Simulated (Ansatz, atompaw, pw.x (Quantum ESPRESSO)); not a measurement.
From atom to crystal: PAW (atompaw) potential for tungsten (W)

- Element: tungsten (W)
- Generator: atompaw 4.2.0.5
- Type: PAW
- Functional: PBE
- Relativity: scalar-relativistic
- Frozen core: [Kr] 4d10 4f14
- Valence charge: 14
- Reference configuration: 5s2 5p6 5d4.5 6s1.5 6p0
- Partial waves: 5s (bound); 6s (bound); 5p (bound); 6p (bound, empty); 5d (bound); 5d channel at 0.6 Ry
- Local potential: ultrasoft scheme with l = 3 at 0 Ry, radius 2.05 bohr
- Core correction: smooth core density matched at 1.95 bohr
- Augmentation charge: besselshape compensation charge, radius 2.20 bohr; PAW radius 2.90 bohr; waves and projectors: bloechl

Atomic tests: cutoffs needed: 25 Ry and 35 Ry (the cutoffs (Ry, on a coarse ladder) from which the occupation-weighted sum of valence levels, in a spherical-Bessel basis at the reference potential, stays within 10 and 1 mRy of its value at 400 Ry); ghost test: no extra level below or beside the all-electron valence levels (s, p, d, f tested) (spherical-Bessel basis up to 400 Ry, 20 bohr box); lowest eigenvalue of the overlap operator: 0.62 (s channel).

Crystal test: fcc W in pw.x 7.5, no spin, 14³ k-points, Fermi–Dirac smearing 0.01 Ry, cutoffs 45/450 Ry. The reference is all-electron LAPW (Ansatz 0.2.0) with the same functional, mesh and smearing; V0 and B0 come from Birch–Murnaghan fits to the pressures at five volumes. Errors are pseudo minus all-electron; Δ is the rms difference of the E(V) curves that follow from these fits, minima aligned, over ±6 % about the mean V0. Mesh and smearing are coarse, so the numbers serve the comparison and aren't converged zero-temperature values; the lattice is a test structure that the element need not adopt.

```
V (Å³/atom)  P all-electron (GPa)  P pseudo (GPa)
     15.654                 15.90           15.38
     16.066                  7.42            6.89
     16.478                 -0.06           -0.58
     16.890                 -6.66           -7.17
     17.302                -12.47          -12.96
```

All-electron: a0 = 4.039 Å (V0 = 16.47 Å³/atom), B0 = 280.9 GPa.

Pseudopotential: mean pressure error (GPa): -0.52; a0 (Å): 4.037; a0 error (%): -0.06; B0 error (%): +0.6; Δ (meV/atom): 1.9. The largest radius (2.90 bohr) exceeds half the bond length (2.70 bohr), so the spheres overlap, which is one possible source of error among others.

Task: At the middle volume, how do free energy and pressure move when the wave cutoff is lowered (ecutrho held at 450 Ry)?

Result:

```csv
cutoff (Ry),shift of F (meV/atom),shift of P (GPa)
20,+589.1,-29.56
27,+45.9,-2.97
36,+2.2,-0.16
```

The run at the middle volume (104 k-points, 7 iterations) took about 13 s on one core of a shared host (Intel(R) Xeon(R) Platinum 8488C, 96 threads, 372 GiB, load 32).
